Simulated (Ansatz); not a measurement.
Convergence notes, G0W0 on GaN (zincblende)

GaN built on the zincblende prototype, relaxed with r2SCAN; one-shot G0W0 in Ansatz without spin-orbit coupling. Calculated for a static, non-magnetic cell.

```xyz
2
Lattice="0.0000 2.2490 2.2490 2.2490 0.0000 2.2490 2.2490 2.2490 0.0000" Properties=species:S:1:pos:R:3 pbc="T T T"
Ga    0.0000    0.0000    0.0000
N     1.1245    1.1245    1.1245
```

Gaps are read over the mesh points alone. G0W0 values are finite-basis, finite-mesh values.

| start | potentials | frequency model | mesh | empty bands | screening cutoff (eV) | Kohn-Sham gap (eV) | G0W0 gap (eV) | rough cost |
| --- | --- | --- | --- | --- | --- | --- | --- | --- |
| PBE | PAW | contour deformation | 6×6×6 | 36 | 80 | 1.75 | 2.79 | 8 core-seconds |
| PBE | PAW | contour deformation | 6×6×6 | 85 | 140 | 1.75 | 2.86 | 19 core-seconds |
| PBE | PAW | contour deformation | 6×6×6 | 157 | 210 | 1.75 | 2.84 | 60 core-seconds |
| HSE06 | PAW | contour deformation | 6×6×6 | 85 | 140 | 3.01 | 3.47 | 40 core-seconds |
| LDA | PAW | contour deformation | 6×6×6 | 85 | 140 | 1.77 | 2.91 | 19 core-seconds |
| r2SCAN | PAW | contour deformation | 6×6×6 | 85 | 140 | 2.17 | 3.10 | 24 core-seconds |
| PBE | PAW | Godby-Needs pole | 6×6×6 | 85 | 140 | 1.75 | 2.86 | 17 core-seconds |
| PBE | PAW | contour deformation | 8×8×8 | 36 | 80 | 1.76 | 2.82 | 30 core-seconds |
| PBE | norm-conserving | contour deformation | 6×6×6 | 85 | 140 | 1.78 | 2.92 | 50 core-seconds |

Over the mesh points the PBE gap of 1.75 eV becomes a quasiparticle gap of 2.84 eV (direct at Γ), a change of +1.09 eV. Renormalisation factors Z lie between 0.74 and 0.82.

Raising bands and cutoff together moves the gap by +0.07 eV (80 to 140 eV), then -0.02 eV (140 to 210 eV); the last step is small, which bounds nothing strictly. Starting from HSE06 (3.01 eV against PBE's 1.75 eV) gives 3.47 eV, +0.61 eV from G0W0@PBE at the same screening cutoff. Starting from LDA (1.77 eV against PBE's 1.75 eV) gives 2.91 eV, +0.05 eV from G0W0@PBE at the same screening cutoff. Starting from r2SCAN (2.17 eV against PBE's 1.75 eV) gives 3.10 eV, +0.24 eV from G0W0@PBE at the same screening cutoff. The Godby-Needs plasmon pole differs from contour deformation by 0.00 eV. An 8×8×8 mesh in place of 6×6×6 changes the opening over PBE by +0.02 eV (the gap on the mesh by +0.03 eV). Norm-conserving potentials (wave cutoff 1240 eV against 420 eV) shift the quasiparticle gap by +0.06 eV and the PBE gap by +0.03 eV. r2SCAN runs take a wave cutoff of 500 eV.

With a shallow d shell on the cation, G0W0 converges slowly in bands and cutoff, so these values are in doubt.
